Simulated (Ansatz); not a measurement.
Ansatz input file:

```yaml
crystal:
  lattice:
    - [4.4685400262, 0.0, 0.0]
    - [-2.2342700131, 3.8698691805, 0.0]
    - [0.0, 0.0, 14.6911431811]
  atoms:
    - { symbol: Ba, position: [0.0, 0.0, 0.0] }
    - { symbol: Ba, position: [0.3333333333, 0.6666666667, 0.25] }
    - { symbol: Ba, position: [0.0, 0.0, 0.5] }
    - { symbol: Ba, position: [0.6666666667, 0.3333333333, 0.75] }
basis:
  ecutwfc: 420
kpoints:
  mp_grid: { grid: [12, 12, 3] }
hamiltonian:
  xc: pbe
scf:
  occupations: { method: gaussian, width: 0.1 }
output:
  forces: true
  stress: true
  eigenvalues: true
  populations: true
relax:
  adjacent_minimum: "off"
  f_tol: 0.01
  max_steps: 45
  cell: { stress_tol: 0.05 }
```

Run as
```bash
ansatz run input.yaml --threads 1 --pin off --max-ram 2560MiB --backend cpu --events-out ev --progress --plain --runs-dir out
```

Computed with DFT PBE, scalar-relativistic, plane waves, PAW in Ansatz.

From the run's log, abridged:

```
Pseudopotentials: kind: paw
Pseudopotential: Ba, paw, valence charge 10, recommended cutoff 420 eV (normal)
Functional definition: PBE
Crystal: 4 atoms, lattice volume = 254.049 Å³
Basis set: ecut = 420 eV, 5023 PW (Γ), exchange–correlation on 60×60×200 points (8 copies of the dense FFT grid, shifted against one another)
Bands: 24, of which v1, the nominal top of the filled ones, is band 20 counted from 1 (19 counted from 0)
Symmetry: 24 space group operations
Space group: P63/mmc (ITA 194), of the structure as read, at distance tolerance 6.3e-5 Å
k-points: 38 of 432
Initial density: superposition of atomic densities (neutral atoms: chi_scale 0, normalization atom), corrected by the library's trained network
Initial wavefunctions: pseudopotential atomic-orbital guess
Functional: x = pbe(κ = 0.804, μ = 0.21951497), c = pbe(β = 0.06672455)
SCF iter   1: F=—  HF=-23798.108298 eV  |F-HF|=—  |Δ(HF+E_count)|=         —  Δρ=1.44e-3  dr2=1.12e-2  ethr=1.77e-3  ⟨swp⟩=8.6  Hψ=10710  notcnv=0
automatic band count: the SCF goes on with 28 bands, as 24 were too few: the levels above may hold too much charge
SCF iter   2: F=—  HF=-23798.108381 eV  |F-HF|=—  |Δ(HF+E_count)|=   8.26e-5  Δρ=9.61e-4  dr2=5.21e-3  ethr=2.80e-5  ⟨swp⟩=2.2  Hψ=2011  notcnv=0  defer=4
SCF iter   3: F=—  HF=-23798.107798 eV  |F-HF|=—  |Δ(HF+E_count)|=   5.83e-4  Δρ=2.36e-4  dr2=2.71e-4  ethr=1.30e-5  ⟨swp⟩=1.2  Hψ=1015  notcnv=0  defer=4
SCF iter   4: F=—  HF=-23798.107772 eV  |F-HF|=—  |Δ(HF+E_count)|=   2.58e-5  Δρ=9.44e-5  dr2=2.22e-5  ethr=6.77e-7  ⟨swp⟩=2.6  Hψ=1468  notcnv=0  defer=4
SCF iter   5: F=—  HF=-23798.107793 eV  |F-HF|=—  |Δ(HF+E_count)|=   2.10e-5  Δρ=1.26e-5  dr2=7.70e-7  ethr=5.54e-8  ⟨swp⟩=2.9  Hψ=1805  notcnv=0  defer=4
SCF iter   6: F=-23798.107793 eV  HF=-23798.107793 eV  |F-HF|=9.66e-9  |Δ(HF+E_count)|=   2.24e-7  Δρ=2.93e-6  dr2=4.01e-8  ethr=2.50e-10  ⟨swp⟩=10.5  Hψ=6156  notcnv=0
SCF 1 converged in 6 iterations: F = -23798.107793 eV  dr2 = 4.01e-8
relax step   1: F+E_penalty+E_count = -23798.10779326 eV  Δ(F+E_penalty+E_count) = +0.000e0 eV  max|allowed force component| = 1.503e-17 eV/Å  Δτ_max = 0.0000 Å  P = +0.070 GPa  Ω = 254.049 Å³  (6 SCF iters, dr2 threshold 1.00e-7 eV, accepted)
Crystal: 4 atoms, lattice volume = 254.657 Å³
Bands: 28, of which v1, the nominal top of the filled ones, is band 20 counted from 1 (19 counted from 0)
Initial density: handed on by an earlier stage of this run
Initial wavefunctions: those handed on with the density
SCF iter   1: F=—  HF=-23798.108325 eV  |F-HF|=—  |Δ(HF+E_count)|=         —  Δρ=4.47e-5  dr2=6.02e-6  ethr=3.68e-8  ⟨swp⟩=3.4  Hψ=6961  notcnv=0
SCF iter   2: F=—  HF=-23798.108314 eV  |F-HF|=—  |Δ(HF+E_count)|=   1.14e-5  Δρ=2.74e-5  dr2=2.39e-6  ethr=1.51e-8  ⟨swp⟩=1.0  Hψ=1064  notcnv=0
SCF iter   3: F=—  HF=-23798.108314 eV  |F-HF|=—  |Δ(HF+E_count)|=   4.10e-7  Δρ=3.67e-6  dr2=6.10e-8  ethr=5.99e-9  ⟨swp⟩=3.0  Hψ=1887  notcnv=0
SCF iter   4: F=-23798.108314 eV  HF=-23798.108314 eV  |F-HF|=4.15e-10  |Δ(HF+E_count)|=   1.52e-8  Δρ=8.00e-7  dr2=4.14e-9  ethr=8.66e-11  ⟨swp⟩=5.7  Hψ=4210  notcnv=0
SCF 2 converged in 4 iterations: F = -23798.108314 eV  dr2 = 4.14e-9
relax step   2: F+E_penalty+E_count = -23798.10831446 eV  Δ(F+E_penalty+E_count) = -5.212e-4 eV  max|allowed force component| = 1.258e-17 eV/Å  Δτ_max = 0.0000 Å  P = +0.049 GPa  Ω = 254.657 Å³  energy of the carried Pulay correction = -4.975e-6 eV  (4 SCF iters, dr2 threshold 3.46e-8 eV, accepted)
Crystal: 4 atoms, lattice volume = 256.066 Å³
SCF iter   1: F=—  HF=-23798.108759 eV  |F-HF|=—  |Δ(HF+E_count)|=         —  Δρ=9.82e-5  dr2=2.75e-5  ethr=1.71e-7  ⟨swp⟩=3.4  Hψ=6999  notcnv=0
SCF iter   2: F=—  HF=-23798.108748 eV  |F-HF|=—  |Δ(HF+E_count)|=   1.06e-5  Δρ=6.01e-5  dr2=1.09e-5  ethr=6.88e-8  ⟨swp⟩=1.0  Hψ=1064  notcnv=0
SCF iter   3: F=—  HF=-23798.108781 eV  |F-HF|=—  |Δ(HF+E_count)|=   3.25e-5  Δρ=8.17e-6  dr2=3.06e-7  ethr=2.73e-8  ⟨swp⟩=2.9  Hψ=1900  notcnv=0
SCF iter   4: F=—  HF=-23798.108781 eV  |F-HF|=—  |Δ(HF+E_count)|=   7.52e-8  Δρ=1.79e-6  dr2=2.00e-8  ethr=7.64e-10  ⟨swp⟩=2.0  Hψ=1248  notcnv=0
SCF iter   5: F=-23798.108781 eV  HF=-23798.108781 eV  |F-HF|=2.95e-10  |Δ(HF+E_count)|=  8.15e-10  Δρ=4.42e-7  dr2=7.47e-10  ethr=4.13e-11  ⟨swp⟩=5.7  Hψ=4076  notcnv=0
the search or the solves at the SCF's close seem to have found levels that the self-consistency loop had missed (the run counts 1). By its estimate they hold under 1e-12 electrons; where the run keeps them, the occupations were computed again with them
SCF 3 converged in 5 iterations: F = -23798.108781 eV  dr2 = 7.47e-10
relax step   3: F+E_penalty+E_count = -23798.10878089 eV  Δ(F+E_penalty+E_count) = -4.664e-4 eV  max|allowed force component| = 1.287e-17 eV/Å  Δτ_max = 0.0000 Å  P = +0.002 GPa  Ω = 256.066 Å³  energy of the carried Pulay correction = -1.646e-5 eV  (5 SCF iters, dr2 threshold 1.65e-8 eV, accepted)
Basis set: ecut = 420 eV, 5023 PW (Γ), exchange–correlation on 64×64×200 points (8 copies of the dense FFT grid, shifted against one another)
Initial wavefunctions: pseudopotential atomic-orbital guess (no wavefunctions were taken with the density)
SCF iter   1: F=—  HF=-23798.108771 eV  |F-HF|=—  |Δ(HF+E_count)|=         —  Δρ=2.34e-6  dr2=1.81e-9  ethr=1.20e-7  ⟨swp⟩=4.1  Hψ=9457  notcnv=0
SCF iter   2: F=—  HF=-23798.108798 eV  |F-HF|=—  |Δ(HF+E_count)|=   2.68e-5  Δρ=1.24e-6  dr2=7.84e-10  ethr=4.53e-12  ⟨swp⟩=3.9  Hψ=2763  notcnv=0
SCF iter   3: F=—  HF=-23798.108798 eV  |F-HF|=—  |Δ(HF+E_count)|=   8.08e-9  Δρ=1.64e-7  dr2=6.84e-11  ethr=1.96e-12  ⟨swp⟩=2.1  Hψ=1708  notcnv=0
SCF iter   4: F=-23798.108798 eV  HF=-23798.108798 eV  |F-HF|=2.18e-11  |Δ(HF+E_count)|=  3.27e-11  Δρ=7.60e-8  dr2=1.39e-11  ethr=1.00e-12  ⟨swp⟩=6.0  Hψ=4195  notcnv=0
SCF 4 converged in 4 iterations: F = -23798.108798 eV  dr2 = 1.39e-11
SCF converged after 4 iterations
Free energy (F): -23798.108798 eV
Harris-Foulkes:  -23798.108798 eV  (|F-HF|=2.18e-11)
Internal energy: -23798.076555 eV  (E = F + TS)
E sigma→0 (E₀):  -23798.092676 eV
Entropy (-TS):   -0.032242 eV (-8.061 meV/atom)
Fermi energy:    5.775917 eV
--- Per-component energies (eV) ---
  E_band       = -344.665800
  E_kinetic    = 665.191144
  E_local      = -1525.400204  (includes V_loc(G=0)·N_el)
  E_nonlocal   = 228.411303
  E_hartree    = 482.046661
  E_xc         = -665.720517
  E_vxc        = -533.882343  (∫ρ·V_xc dr)
  E_paw        = -20903.313437  (= ΣΔE_a)
  E_vpaw       = -143.078946  (= ΣTr[D̂ρ^β])
  E_aug_tail   = -0.000007  (compensation charges beyond the density's cutoff)
  E_ewald      = -2079.291497
  E_smearing   = -0.032242  (= −TS)
--- Forces (eV/Å), atoms counted from 1 ---
  atom   1  Ba     0.00000000     0.00000000     0.00000000
  atom   2  Ba     0.00000000     0.00000000     0.00000000
  atom   3  Ba     0.00000000     0.00000000     0.00000000
  atom   4  Ba     0.00000000     0.00000000     0.00000000
--- Stress (GPa, compression-positive) ---
        0.002002       0.000000       0.000000
        0.000000       0.002002       0.000000
        0.000000       0.000000       0.001704
  P = ⅓ Tr σ = 0.0019 GPa (0.019 kbar)
--- Band table (eV; the first three rows and the last of 38) ---
  k-point 0: bands = ["-23.1601", "-23.1441", "-23.1383", "-23.1222", "-8.5612", "-8.3513", "-8.3484", "-8.1840", "-8.1840", "-8.1587", "-8.1587", "-8.1510", "-8.1510", "-8.1254", "-8.1254", "-8.1235", "2.9791", "3.9178", "3.9243", "4.8010", "6.7070", "6.7407", "6.7558", "7.3861", "7.3861", "7.4430", "7.4430", "7.4964"]
  k-point 1: bands = ["-23.1576", "-23.1510", "-23.1314", "-23.1247", "-8.5336", "-8.4572", "-8.2387", "-8.1802", "-8.1802", "-8.1699", "-8.1699", "-8.1548", "-8.1398", "-8.1398", "-8.1293", "-8.1293", "3.1000", "3.4391", "4.4040", "4.7119", "6.5831", "6.6612", "7.0284", "7.3500", "7.4269", "7.4269", "7.4710", "7.4710"]
  k-point 2: bands = ["-23.1579", "-23.1425", "-23.1366", "-23.1211", "-8.5516", "-8.3539", "-8.3513", "-8.2067", "-8.1912", "-8.1755", "-8.1686", "-8.1641", "-8.1564", "-8.1490", "-8.1289", "-8.1270", "3.0866", "4.0134", "4.0198", "4.9113", "6.6317", "6.6394", "6.7096", "7.2115", "7.3109", "7.3611", "7.4739", "7.5154"]
  k-point 37: bands = ["-23.1162", "-23.1162", "-23.1104", "-23.1104", "-8.4596", "-8.4596", "-8.4565", "-8.4176", "-8.4032", "-8.4032", "-8.3563", "-8.3563", "-8.2603", "-8.2339", "-8.2339", "-8.2190", "5.7491", "5.7491", "5.8453", "5.8556", "5.8994", "5.8994", "5.9790", "5.9790", "6.6245", "6.6940", "6.6940", "6.7948"]
--- Relaxed structure (3 steps of the walk, 3 accepted, 1 SCFs on fresh bases) ---
  F+E_penalty+E_count = -23798.10879768 eV   max|allowed force component| = 1.359e-17 eV/Å   (the final SCF, on the basis selected at the relaxed cell)
  cell:  # Å, volume = 256.0661 Å³
    - [4.49134424, 0.0, 0.0]
    - [-2.24567212, 3.88961821, 0.0]
    - [0.0, 0.0, 14.65779696]
  atoms:
    - { symbol: Ba, position: [0.0, 0.0, 0.0] }
    - { symbol: Ba, position: [0.33333333, 0.66666666, 0.25] }
    - { symbol: Ba, position: [0.0, 0.0, 0.5] }
    - { symbol: Ba, position: [0.66666666, 0.33333333, 0.74999999] }
--- Löwdin populations: 4 sites ---
  site symbol q [e]
     0     Ba      9.4156
     1     Ba      9.4472
     2     Ba      9.4156
     3     Ba      9.4472
  spilling = 0.056863 (of n_electrons = 40.000000)
```

The relaxation met its thresholds.

The run took 46 s on 1 thread of Intel(R) Xeon(R) Platinum 8488C (Sapphire Rapids) (shared host), peak memory 0.71 GiB.